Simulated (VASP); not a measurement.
A run of VASP 6.6.1 is set up as follows.

INCAR

```
PREC = Accurate ; ENCUT = 600
EDIFF = 1E-6 ; ISMEAR = 0
SIGMA = 0.03 ; LREAL = F
LASPH = T ; NELM = 80
ALGO = Normal ; ISIF = 3
LWAVE = F ; LCHARG = F
GGA = PS ; IBRION = 2
NSW = 90 ; EDIFFG = -0.01
PSTRESS = 176.0
```

The input KPOINTS:

```
Automatic mesh
0
Gamma
  8 8 8
```

The input POSCAR:

```
TePb
1.0
    4.0022870000      0.0000000000      0.0000000000
    0.0000000000      4.0022870000      0.0000000000
    0.0000000000      0.0000000000      4.0022870000
Te Pb
1 1
Direct
    0.5000000000      0.5000000000      0.5000000000
    0.0000000000      0.0000000000      0.0000000000
```

Potentials or basis: VASP PAW PBE potentials, release 64 (Te, Pb_d).

The run is started by

```bash
$ cat potpaw_PBE.64/Te/POTCAR potpaw_PBE.64/Pb_d/POTCAR > POTCAR
$ mpirun -np 1 vasp_std > vasp.out
```

(1) Estimate the space group after relaxing (to 0.05 Å).

(2) Predict the relaxed cell.

## Answers

(1) Pm-3m (No. 221).

(2) a = 3.633 Å, b = 3.633 Å, c = 3.633 Å, α = 90.00°, β = 90.00°, γ = 90.00°.
